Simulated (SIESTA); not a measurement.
Crystal: MnO.

```
CELL_PARAMETERS angstrom
0.00000 2.22200 2.22200
2.22200 0.00000 2.22200
2.22200 2.22200 0.00000
ATOMIC_POSITIONS crystal
Mn 0.00000 0.00000 0.00000
O 0.50000 0.50000 0.50000
```

Base run:

- Program: SIESTA 5.4.2
- Functional: PBE
- Potentials or basis: PseudoDojo 0.4 standard (PBE files)
- Basis: DZP (energy shift 0.003 Ry; two zetas on semicore shells)
- Grid cutoff: 800 Ry
- Energy shift: 0.003 Ry
- k mesh: 7 × 7 × 7
- Occupations: fermi-dirac, width 0.05 eV
- Spin: collinear spin, ferromagnetic start
- Starting moments: [4.0, 0.0] μB
- Hubbard terms: Mn d U = 6 eV

Its results: band gap on the k mesh 0.66 eV, indirect (least direct gap 2.68 eV); pressure 13.0 GPa; net moment 5.00 μB per cell; site moments Mn +4.93; O +0.07 μB.

The run is repeated on the same cell with these changes: hubbard terms from Mn d U = 6 eV to none. What comes out?

Band gap on the k mesh none (metal or under the smearing width); pressure 1.4 GPa; net moment 4.81 μB per cell; site moments Mn +4.63; O +0.17 μB.

The U term pushes filled and empty states of the shell apart.

Caveats: short orbitals over semicore shells can move pressures by several GPa; the basis of atomic orbitals isn't converged, which shifts pressures, moduli and gaps; a cell with one magnetic atom can't hold antiferromagnetic order, which such compounds often take; an odd mesh through Γ misses points on the zone boundary, where band edges often lie (some runs); semilocal functionals often make such compounds metallic where correlation or magnetic order opens a gap, which also shifts bond lengths (some runs).

Not every run made on this cell is shown here.
